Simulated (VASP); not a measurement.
C: relaxation of cell and atoms with PBEsol

Crystal: C.

```xyz
2
Lattice="0.0000 1.7834 1.7834 1.7834 0.0000 1.7834 1.7834 1.7834 0.0000" Properties=species:S:1:pos:R:3 pbc="T T T"
C     0.0000    0.0000    0.0000
C     0.8917    0.8917    0.8917
```

This isn't the form of C at room conditions, which is graphite.

```
Program                : VASP 6.6.1
Task                   : relaxation of cell and atoms
Functional             : PBEsol
Potentials or basis    : VASP PAW PBE potentials, release 64 (C)
Cutoff                 : 600 eV
k mesh                 : 14 × 14 × 14
Occupations            : gaussian, width 0.03 eV
Spin                   : no spin polarisation
Further INCAR settings : ALGO = Normal; EDIFF = 1e-06; IBRION = 2; EDIFFG = -0.01; NSW = 90; ISIF = 3
```

- Relaxed volume: 5.62 Å³/atom
- Relaxed cell: a = 2.514 Å, b = 2.514 Å, c = 2.514 Å, α = 60.00°, β = 60.00°, γ = 60.00°
- Space group after relaxing (to 0.05 Å): Fd-3m (No. 227)
- Energy gained by relaxing: 0.8 meV/atom
- Ionic steps: 3
- Pressure after relaxing: 0.0 GPa
- Band gap on the k mesh: 4.03 eV, indirect (least direct gap 5.57 eV)

The path:
| step | energy change (eV) | largest force (eV/Å) | pressure (GPa) | volume (Å³) |
| --- | --- | --- | --- | --- |
| 1 | 0.0000 | 0.0000 | -4.41 | 11.34 |
| 2 | 0.0010 | 0.0000 | 5.83 | 11.09 |
| 3 | -0.0016 | 0.0000 | -0.01 | 11.23 |

Final structure:
```
CELL_PARAMETERS angstrom
0.00000 1.77745 1.77745
1.77745 0.00000 1.77745
1.77745 1.77745 0.00000
ATOMIC_POSITIONS crystal
C 0.00000 0.00000 0.00000
C 0.25000 0.25000 0.25000
```

Levels at points of the mesh, in eV from the valence-band top:
```tsv
k point	band 1	band 2	band 3	band 4	band 5	band 6	band 7	band 8
(0.00, 0.00, 0.00)	-21.66	0.00	0.00	0.00	5.57	5.57	5.57	13.60
(0.50, 0.00, 0.00)	-15.77	-13.58	-2.84	-2.84	8.43	8.43	8.97	15.58
(0.50, 0.50, 0.00)	-12.85	-12.85	-6.40	-6.40	4.62	4.62	16.93	16.93
```

Run time: 7.9 s on 1 thread of Intel(R) Xeon(R) 6975P-C (Granite Rapids), with other jobs on the host, peak memory 0.12 GiB.

Caveat: the PAW data sets were made with another functional, which shifts forces and pressure a little. Expect the measured gap to be larger: semilocal functionals such as PBEsol lack the derivative discontinuity.
